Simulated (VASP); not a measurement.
# In in VASP: notebook

The runs below take In through single point, with PBE.

All numbers are computed with VASP 6.6.1; they aren't measurements. Logs are shortened: lines on timing, memory, paths and dates and some standing lists are left out, and cuts for length are marked.

**1. The structure**

The cell holds a slab with vacuum, 3 atoms: a = 3.335 Å, b = 3.335 Å, c = 9.509 Å, α = 90.00°, β = 90.00°, γ = 120.00°.

The slab is cut from a database's or a generator's crystal, which needn't be the stable form of the element.

**2. Single point, PBE**

The input, INCAR:

```
PREC = Accurate ; ENCUT = 460
EDIFF = 1E-7 ; ISMEAR = 1
SIGMA = 0.1 ; LREAL = False
LASPH = True ; NELM = 120
ALGO = Normal ; ISIF = 2
LWAVE = False ; LCHARG = False
LDIPOL = True ; IDIPOL = 3
DIPOL = 0.5 0.5 0.500 ; GGA = PE
NBANDS = 30 ; LVHAR = True
LVACPOTAV = True
```

The input, KPOINTS:

```
regular mesh
0
Gamma
  11 11 1
```

The input, POSCAR:

```
In
1.0
    3.3354847820      0.0000000000      0.0000000000
   -1.6677423910      2.8886145552      0.0000000000
    0.0000000000      0.0000000000      9.5091429200
In
3
Direct
    0.3333333300      0.6666666600      0.2103238974
    0.6666666700      0.3333333400      0.5000000000
    0.3333333300      0.6666666600      0.7896761026
```

Potentials or basis: VASP PAW PBE potentials, release 64 (In_d).

Command:

```
cat potpaw_PBE.64/In_d/POTCAR > POTCAR
mpirun -np 1 vasp_std > vasp.out
```

OUTCAR:

```text
PREC = Accurate
   ENCUT = 460
   EDIFF = 1E-7
   ISMEAR = 1
   LREAL = False
   LASPH = True
   NELM = 120
   ISIF = 2
   GGA = PE

 Found     16 irreducible k-points:

 Following reciprocal coordinates:
            Coordinates               Weight
  0.000000  0.000000  0.000000      1.000000
  0.090909  0.000000  0.000000      6.000000
  0.181818  0.000000  0.000000      6.000000
  0.272727  0.000000  0.000000      6.000000
  0.363636  0.000000  0.000000      6.000000
  0.454545 -0.000000  0.000000      6.000000
   k-points           NKPTS =     16   k-points in BZ     NKDIM =     16   number of bands    NBANDS=     30
   number of dos      NEDOS =    301   number of ions     NIONS =      3
   total plane-waves  NPLWV =  40320
   dimension x,y,z NGX =    24 NGY =   24 NGZ =   70
   dimension x,y,z NGXF=    48 NGYF=   48 NGZF=  140
   ions per type =               3
   NGX,Y,Z   is equivalent  to a cutoff of  11.96, 11.96, 12.24 a.u.
   NGXF,Y,Z  is equivalent  to a cutoff of  23.92, 23.92, 24.48 a.u.
 SYSTEM =  unknown system
   PREC   = accura    normal or accurate (medium, high low for compatibility)
   ISTART =      0    job   : 0-new  1-cont  2-samecut
   ICHARG =      2    charge: 1-file 2-atom 10-const
   ISPIN  =      1    spin polarized calculation?
   LNONCOLLINEAR =      F non collinear calculations
   LSORBIT =      F    spin-orbit coupling
   LASPH  =      T    aspherical Exc in radial PAW
   ENCUT  =  460.0 eV  33.81 Ry    5.81 a.u.   5.83  5.83 16.63*2*pi/ulx,y,z
   NELM   =    120;   NELMIN=  2; NELMDL= -5     # of ELM steps
   EDIFF  = 0.1E-06   stopping-criterion for ELM
   LREAL  =      F    real-space projection
   EDIFFG = 0.1E-05   stopping-criterion for IOM
   NSW    =      0    number of steps for IOM
   IBRION =     -1    ionic relax: 0-MD 1-quasi-New 2-CG
   NFREE  =      0    steps in history (QN), initial steepest desc. (CG)
   ISIF   =      2    stress and relaxation
   ISYM   =      2    0-nonsym 1-usesym 2-fastsym
   POTIM  = 0.5000    time-step for ionic-motion
   TEBEG  =    0.0;   TEEND  =   0.0 temperature during run
   PSTRESS=    0.0 pullay stress
   NELECT =      39.0000    total number of electrons
   NUPDOWN=      -1.0000    fix difference up-down
   EMIN   =  10.00;   EMAX   =-10.00  energy-range for DOS
   EFERMI =   0.00;   METHOD = LEGACY
   ISMEAR =     1;   SIGMA  =   0.10  broadening in eV -4-tet -1-fermi 0-gaus
   EFERMI_NEDOS =   21; number of points for ismear=-14 and -15
   IALGO  =     38    algorithm
   IMIX   =      4    mixing-type and parameters
     AMIX     =   0.40;   BMIX     =  1.00
     AMIX_MAG =   1.60;   BMIX_MAG =  1.00
  volume/ion in A,a.u.               =      30.54       206.09
  Fermi-wavevector in a.u.,A,eV,Ry     =   1.231496  2.327190 20.634361  1.516583
  Thomas-Fermi vector in A             =   2.366303
   LORBIT       =      0    0 simple, 1 ext, 2 COOP (PROOUT), +10 PAW based schemes
   GGA     = PE    functional components
   LHFCALC =     F    Hartree Fock is set to
   AEXX    =    0.0000 exact exchange contribution
   IVDW    =     0    specifies the selected vdW correction
   LEPSILON=     F    determine dielectric tensor
   LRPA    =     F    only Hartree local field effects (RPA)
 non-spin polarized calculation
 Methfessel and Paxton  Order N= 1 SIGMA  =   0.10
  energy-cutoff  :      460.00
  volume of cell :       91.62
 maximum number of plane-waves:      2062
 NGX is ok and might be reduce to    24
   NGX = 11   NGY = 11   NGZ = 33

 number of electron      38.9999991 magnetization

 dipolmoment           0.000000      0.000000     -0.000000 electrons x Angstroem

 Free energy of the ion-electron system (eV)
  ---------------------------------------------------
  ext. energy  EPLUGINS =         0.00000000
  ---------------------------------------------------
  free energy    TOTEN  =        -7.18077490 eV

  energy without entropy =       -7.17591441  energy(sigma->0) =       -7.17915474

 E-fermi :   6.0585     XC(G=0):  -9.4099

 val. band max:        6.0555065520   @ k =   0.0909   0.0000   0.0000
 cond. band min:       6.0632849859   @ k =   0.3636   0.1818   0.0000
 fundamental gap:      0.0077784339
 Fermi energy:         6.0585014270

 k-point     1 :       0.0000    0.0000    0.0000
  band No.  band energies     occupation
      1      -8.7430      2.00000
      2      -8.7045      2.00000
      3      -8.6969      2.00000
      4      -8.6528      2.00000
      5      -8.6528      2.00000
      6      -8.6375      2.00000
      7      -8.6375      2.00000
      8      -8.6187      2.00000
      9      -8.6187      2.00000
     10      -8.5223      2.00000
     11      -8.5223      2.00000
     12      -8.4652      2.00000
     13      -8.4652      2.00000
     14      -8.4019      2.00000
     15      -8.4019      2.00000
     16      -3.1187      2.00000
     17      -1.6228      2.00000
     18      -0.1714      2.00000
     19       4.5687      2.00000
     20       5.9092      2.05591
     21      13.0789      0.00000
     22      14.6457      0.00000
     23      14.6457      0.00000
     24      14.9448      0.00000
     25      15.8031      0.00000
     26      15.8031      0.00000
     27      16.0287      0.00000
     28      16.0287      0.00000
     29      17.0483      0.00000
     30      17.4893      0.00000

 k-point     2 :       0.0909    0.0000    0.0000
  band No.  band energies     occupation
      1      -8.7331      2.00000
      2      -8.6952      2.00000
      3      -8.6907      2.00000
      4      -8.6536      2.00000
      5      -8.6404      2.00000
      6      -8.6315      2.00000
      7      -8.6187      2.00000
      8      -8.6184      2.00000
      9      -8.5969      2.00000
     10      -8.5329      2.00000
     11      -8.5264      2.00000
     12      -8.4765      2.00000
     13      -8.4669      2.00000
     14      -8.4173      2.00000
     15      -8.4006      2.00000
     16      -2.9581      2.00000
     17      -1.4627      2.00000
     18      -0.0203      2.00000
     19       4.7418      2.00000
     20       6.0555      1.05067
     21      12.8427      0.00000
     22      13.1846      0.00000
     23      13.8494      0.00000
     24      14.2232      0.00000
     25      14.8743      0.00000
     26      15.1709      0.00000
     27      15.2054      0.00000
     28      16.0578      0.00000
     29      16.2864      0.00000
     30      16.9435      0.00000

 k-point     3 :       0.1818    0.0000    0.0000
  band No.  band energies     occupation
      1      -8.7401      2.00000
      2      -8.6981      2.00000
      3      -8.6721      2.00000
      4      -8.6547      2.00000
      5      -8.6338      2.00000
      6      -8.5997      2.00000
      7      -8.5843      2.00000
      8      -8.5768      2.00000
      9      -8.5556      2.00000
     10      -8.5378      2.00000
     11      -8.5198      2.00000
     12      -8.4956      2.00000
     13      -8.4681      2.00000
     14      -8.4505      2.00000
     15      -8.3977      2.00000
     16      -2.4726      2.00000
     17      -0.9806      2.00000
     18       0.4360      2.00000
     19       5.2521      2.00000
     20       6.4855     -0.00000
     21      10.1122      0.00000
     22      11.5014      0.00000
     23      12.6560      0.00000
     24      12.6783      0.00000
     25      13.5451      0.00000
     26      14.1241      0.00000
     27      14.9816      0.00000
     28      15.2939      0.00000
     29      15.5306      0.00000
     30      16.1366      0.00000

 k-point     4 :       0.2727    0.0000    0.0000
  band No.  band energies     occupation
      1      -8.7758      2.00000
      2      -8.7256      2.00000
      3      -8.6853      2.00000
      4      -8.6546      2.00000
      5      -8.6478      2.00000
      6      -8.5878      2.00000
      7      -8.5697      2.00000
      8      -8.5653      2.00000
      9      -8.5270      2.00000
     10      -8.4735      2.00000
     11      -8.4618      2.00000
     12      -8.4615      2.00000
     13      -8.4600      2.00000
     14      -8.4441      2.00000
     15      -8.3933      2.00000
     16      -1.6559      2.00000
     17      -0.1723      2.00000
     18       1.2028      2.00000
     19       6.0638      0.91093
     20       7.0470     -0.00000
     21       7.6095     -0.00000
     22       8.9122      0.00000
     23      10.1850      0.00000
     24      11.6301      0.00000
     25      13.1326      0.00000
     26      13.5231      0.00000
     27      14.2949      0.00000
     28      14.3599      0.00000
     29      15.4728      0.00000
     30      15.5535      0.00000

 k-point     5 :       0.3636    0.0000    0.0000
  band No.  band energies     occupation
      1      -8.8114      2.00000
      2      -8.7531      2.00000
      3      -8.7082      2.00000
      4      -8.7019      2.00000
      5      -8.6751      2.00000
      6      -8.6033      2.00000
      7      -8.5854      2.00000
      8      -8.5303      2.00000
      9      -8.5186      2.00000
     10      -8.4266      2.00000
     11      -8.4206      2.00000
     12      -8.4135      2.00000
     13      -8.3950      2.00000
     14      -8.3784      2.00000
     15      -8.3707      2.00000
     16      -0.5085      2.00000
     17       0.9609      2.00000
     18       2.2668      2.00000
     19       5.0676      2.00000
     20       6.3549     -0.00023
     21       7.3422     -0.00000
     22       7.4746     -0.00000
     23       8.5658      0.00000
     24      10.8974      0.00000
     25      12.2998      0.00000
     26      12.4091      0.00000
     27      13.4754      0.00000
     28      13.6435      0.00000
     29      14.1303      0.00000
     30      15.0456      0.00000

 k-point     6 :       0.4545   -0.0000    0.0000
  band No.  band energies     occupation
      1      -8.8325      2.00000
      2      -8.7677      2.00000
      3      -8.7355      2.00000
      4      -8.7212      2.00000
      5      -8.7006      2.00000
      6      -8.6132      2.00000
      7      -8.6020      2.00000
      8      -8.5206      2.00000
      9      -8.5039      2.00000
     10      -8.4064      2.00000
     11      -8.3980      2.00000
     12      -8.3850      2.00000
     13      -8.3528      2.00000
     14      -8.3343      2.00000
     15      -8.3336      2.00000
     16       0.9277      2.00000
     17       2.3650      2.00000
     18       2.7673      2.00000
     19       3.8675      2.00000
     20       4.4149      2.00000
     21       5.6857      2.00000
     22       8.4592      0.00000
     23       9.3812      0.00000
     24      10.5167      0.00000
     25      10.7659      0.00000
     26      12.0300      0.00000
     27      12.0562      0.00000
     28      13.2631      0.00000
     29      13.7811      0.00000
     30      14.7872      0.00000

 [... further k-points ...]

------------------------ aborting loop because EDIFF is reached ----------------------------------------

  FORCE on cell =-STRESS in cart. coord.  units (eV):
  Direction    XX          YY          ZZ          XY          YZ          ZX
  --------------------------------------------------------------------------------------
  -------------------------------------------------------------------------------------
  Total        0.2642449      0.2642449     -0.5139412      0.0000000      0.0000000     -0.0000000
  in kB        4.6209071      4.6209071     -8.9874007      0.0000000      0.0000000     -0.0000000
  external PRESSURE =       0.0848045 kB  Pullay stress =       0.0000000 kB

 VOLUME and BASIS-vectors are now :
 -----------------------------------------------------------------------------
  energy-cutoff  :      460.00
  volume of cell :       91.62
      direct lattice vectors                 reciprocal lattice vectors
     3.335484782  0.000000000  0.000000000     0.299806495  0.173093360  0.000000000
    -1.667742391  2.888614555  0.000000000     0.000000000  0.346186721  0.000000000
     0.000000000  0.000000000  9.509142920     0.000000000  0.000000000  0.105161949

 POSITION                                       TOTAL-FORCE (eV/Angst)
 -----------------------------------------------------------------------------------
      0.00000      1.92574      2.00000         0.000000      0.000000      0.057115
      1.66774      0.96287      4.75457        -0.000000     -0.000000      0.000000
      0.00000      1.92574      7.50914         0.000000      0.000000     -0.057115
 -----------------------------------------------------------------------------------
    total drift:                               -0.000000      0.000008      0.000000

  FREE ENERGIE OF THE ION-ELECTRON SYSTEM (eV)
  ---------------------------------------------------
  free  energy   TOTEN  =        -7.1807748988 eV

  energy  without entropy=       -7.1759144142  energy(sigma->0) =       -7.17915474
```

Run time: 15 s. Hardware: 1 thread of Intel Xeon 6975P-C (Granite Rapids), shared host; peak memory 0.19 GiB.

These settings aren't checked as converged: the numbers below hold their error.

What came out:

* Free energy: -7.1808 eV
* Largest force: 0.057 eV/Å
* Band gap on the k mesh: none (metal or under the smearing width)

**3. Single point, PBE**

INCAR is that of step 2.

The input, KPOINTS:

```
regular mesh
0
Gamma
  14 14 1
```

POSCAR is that of step 2.

Potentials or basis: VASP PAW PBE potentials, release 64 (In_d).

Command:

```
cat potpaw_PBE.64/In_d/POTCAR > POTCAR
mpirun -np 1 vasp_std > vasp.out
```

Run time: 21 s. Hardware: 1 thread of Intel Xeon 6975P-C (Granite Rapids), shared host; peak memory 0.2 GiB.

The run converged, but some of its settings lie outside the range that counts as converged, so its numbers aren't taken as properties of the slab.

Results:

```yaml
Free_energy: -7.1715 eV
Largest_force: 0.008 eV/Å
Band_gap_on_the_k_mesh: none (metal or under the smearing width)
```

**4. Single point, PBE**

INCAR is that of step 3.

The input, KPOINTS:

```
regular mesh
0
Gamma
  17 17 1
```

POSCAR is that of step 3.

Command:

```
cat potpaw_PBE.64/In_d/POTCAR > POTCAR
mpirun -np 1 vasp_std > vasp.out
```

Run time: 26 s. Hardware: 1 thread of Intel Xeon 6975P-C (Granite Rapids), shared host; peak memory 0.21 GiB.

These settings aren't checked as converged: the numbers below hold their error.

Results:

```yaml
Free_energy: -7.1594 eV
Largest_force: 0.065 eV/Å
Band_gap_on_the_k_mesh: none (metal or under the smearing width)
```

**5. Single point, PBE**

This run uses another cell than the first one, of 56.23 Å³/atom, 1.841 times its volume.

INCAR is that of step 4.

The input, KPOINTS:

```
regular mesh
0
Gamma
  11 11 1
```

The input, POSCAR:

```
In
1.0
    3.3354847820      0.0000000000      0.0000000000
   -1.6677423910      2.8886145552      0.0000000000
    0.0000000000      0.0000000000     17.5091429200
In
3
Direct
    0.3333333300      0.6666666600      0.3426781098
    0.6666666700      0.3333333400      0.5000000000
    0.3333333300      0.6666666600      0.6573218902
```

Command:

```
cat potpaw_PBE.64/In_d/POTCAR > POTCAR
mpirun -np 1 vasp_std > vasp.out
```

It took 37 s on 1 thread of Intel Xeon 6975P-C (Granite Rapids), shared host; peak memory 0.24 GiB.

These settings aren't checked as converged: the numbers below hold their error.

What came out:

| Quantity | Value |
| --- | --- |
| Free energy | -7.3537 eV |
| Largest force | 0.048 eV/Å |
| Band gap on the k mesh | none (metal or under the smearing width) |
| Work function of the upper face | 3.84 eV |
| Work function of the lower face | 3.84 eV |

**6. Single point, PBE**

This run uses another cell than the first one, of 65.87 Å³/atom, 2.157 times its volume.

INCAR is that of step 5.

KPOINTS is that of step 5.

The input, POSCAR:

```
In
1.0
    3.3354847820      0.0000000000      0.0000000000
   -1.6677423910      2.8886145552      0.0000000000
    0.0000000000      0.0000000000     20.5091429200
In
3
Direct
    0.3333333300      0.6666666600      0.3656905620
    0.6666666700      0.3333333400      0.5000000000
    0.3333333300      0.6666666600      0.6343094380
```

Potentials or basis: VASP PAW PBE potentials, release 64 (In_d).

Command:

```
cat potpaw_PBE.64/In_d/POTCAR > POTCAR
mpirun -np 1 vasp_std > vasp.out
```

OUTCAR:

```text
PREC = Accurate
   ENCUT = 460
   EDIFF = 1E-7
   ISMEAR = 1
   LREAL = False
   LASPH = True
   NELM = 120
   ISIF = 2
   GGA = PE

 Found     16 irreducible k-points:

 Following reciprocal coordinates:
            Coordinates               Weight
  0.000000  0.000000  0.000000      1.000000
  0.090909  0.000000  0.000000      6.000000
  0.181818  0.000000  0.000000      6.000000
  0.272727  0.000000  0.000000      6.000000
  0.363636 -0.000000  0.000000      6.000000
  0.454545  0.000000  0.000000      6.000000
   k-points           NKPTS =     16   k-points in BZ     NKDIM =     16   number of bands    NBANDS=     30
[... 283 lines left out ...]
  -------------------------------------------------------------------------------------
  Total       -0.3172155     -0.3172155     -0.2640516      0.0000000      0.0000000      0.0000000
  in kB       -2.5719875     -2.5719875     -2.1409343      0.0000000      0.0000000      0.0000000
  external PRESSURE =      -2.4283031 kB  Pullay stress =       0.0000000 kB

 VOLUME and BASIS-vectors are now :
 -----------------------------------------------------------------------------
  energy-cutoff  :      460.00
  volume of cell :      197.60
      direct lattice vectors                 reciprocal lattice vectors
     3.335484782  0.000000000  0.000000000     0.299806495  0.173093360  0.000000000
    -1.667742391  2.888614555  0.000000000     0.000000000  0.346186721  0.000000000
     0.000000000  0.000000000 20.509142920     0.000000000  0.000000000  0.048758742

 POSITION                                       TOTAL-FORCE (eV/Angst)
 -----------------------------------------------------------------------------------
      0.00000      1.92574      7.50000        -0.000000      0.000000      0.046833
      1.66774      0.96287     10.25457         0.000000     -0.000000      0.000000
      0.00000      1.92574     13.00914        -0.000000      0.000000     -0.046833
 -----------------------------------------------------------------------------------
    total drift:                               -0.000000      0.000008      0.000000

  FREE ENERGIE OF THE ION-ELECTRON SYSTEM (eV)
  ---------------------------------------------------
  free  energy   TOTEN  =        -7.3543256506 eV

  energy  without entropy=       -7.3553498653  energy(sigma->0) =       -7.35466706

 vacuum level on the upper side and lower side of the slab         4.542         4.542
```

OSZICAR:

```text
N       E                     dE             d eps       ncg     rms          rms(c)
DAV:   1     0.339516693276E+03    0.33952E+03   -0.17168E+04   968   0.121E+03
DAV:   2     0.265614000241E+02   -0.31296E+03   -0.30812E+03   978   0.340E+02
DAV:   3    -0.616283178181E+01   -0.32724E+02   -0.32536E+02  1174   0.140E+02
DAV:   4    -0.743971214737E+01   -0.12769E+01   -0.12763E+01  1094   0.340E+01
[... 13 lines left out ...]
DAV:  18    -0.735431187075E+01   -0.13168E-04   -0.47617E-07   764   0.913E-03    0.791E-04
DAV:  19    -0.735432357804E+01   -0.11707E-04   -0.68542E-07   716   0.392E-03    0.355E-04
DAV:  20    -0.735432538538E+01   -0.18073E-05   -0.79402E-08   744   0.188E-03    0.659E-04
DAV:  21    -0.735432556237E+01   -0.17698E-06   -0.35352E-08   726   0.284E-03    0.165E-04
DAV:  22    -0.735432565059E+01   -0.88226E-07   -0.51518E-09   736   0.134E-03
   1 F= -.73543257E+01 E0= -.73546671E+01  d E =0.102421E-02
```

Run time: 50 s. Hardware: 1 thread of Intel Xeon 6975P-C (Granite Rapids), shared host; peak memory 0.27 GiB.

The run converged, but some of its settings lie outside the range that counts as converged, so its numbers aren't taken as properties of the slab.

Results:

| Property | Result |
| --- | --- |
| Free energy | -7.3543 eV |
| Largest force | 0.047 eV/Å |
| Band gap on the k mesh | none (metal or under the smearing width) |
| Work function of the upper face | 3.84 eV |
| Work function of the lower face | 3.84 eV |
